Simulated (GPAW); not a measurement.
The system is Ba.

```xyz
1
Lattice="-2.5065 2.5065 2.5065 2.5065 -2.5065 2.5065 2.5065 2.5065 -2.5065" Properties=species:S:1:pos:R:3 pbc="T T T"
Ba    0.0000    0.0000    0.0000
```

* Program: GPAW 26.7.0
* Task: single point
* Functional: PBE
* Potentials or basis: GPAW PAW data sets (gpaw-data 1.2.1)
* Cutoff: 600 eV
* Basis: pw
* k mesh: 8 × 8 × 8
* Occupations: fermi-dirac, width 0.05 eV
* Spin: no spin polarisation

On this cell: pressure 0.0 GPa; band gap on the k mesh none (metal or under the smearing width).

The same run follows on a disturbed copy (cell strained at random at fixed volume):

```
Ba
1.0
    -2.47176    2.47765    2.44851
     2.56531   -2.52802    2.59244
     2.45066    2.50692   -2.49889
Ba
1
Direct
  0.99892 0.00475 0.98853
```

What does the disturbed cell give?

The energy (extrapolated to zero smearing) moves by +4.1 meV/atom; pressure 0.0 GPa; band gap on the k mesh none (metal or under the smearing width).

Stress tensor (GPa, compression positive):
```
 0.04  0.07 -0.41
 0.07  0.09  0.21
-0.41  0.21  0.01
```
